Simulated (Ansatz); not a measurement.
# MgF2 (Sellaite) in Ansatz: the effect of functional

Crystal: MgF2 (Sellaite).

```
Mg F
1.0
     4.62500    0.00000    0.00000
     0.00000    4.62500    0.00000
     0.00000    0.00000    3.05200
Mg F
2 4
Direct
  0.50000 0.50000 0.50000
  0.00000 0.00000 0.00000
  0.80300 0.19700 0.50000
  0.69700 0.69700 0.00000
  0.19700 0.80300 0.50000
  0.30300 0.30300 0.00000
```

Alike in all runs:

```yaml
Program: Ansatz 0.2.0
Task: band structure
Potentials_or_basis: Ansatz PAW
Cutoff: "420 eV (not typed: the program's choice for these potentials)"
k_mesh: 6 × 6 × 9
Occupations: fermi-dirac, width 0.05 eV
Spin: no spin polarisation
```

| functional | gap on the mesh (eV) | pressure (GPa) | largest force (eV/Å) |
| --- | --- | --- | --- |
| PBE | 7.13 | 4.5 | 0.02 |
| RPBE | ? | ? | ? |
| revPBE | 7.38 | 8.2 | 0.05 |
| BLYP | 7.25 | 5.7 | 0.04 |

Q: What does the run with functional RPBE give?

A: gap on the mesh 7.44 eV; pressure 9.2 GPa; largest force 0.06 eV/Å.

Caveats: the PAW data sets come from PBE, with cores solved anew for the run's functional, which leaves a small shift of forces and pressure (some runs).

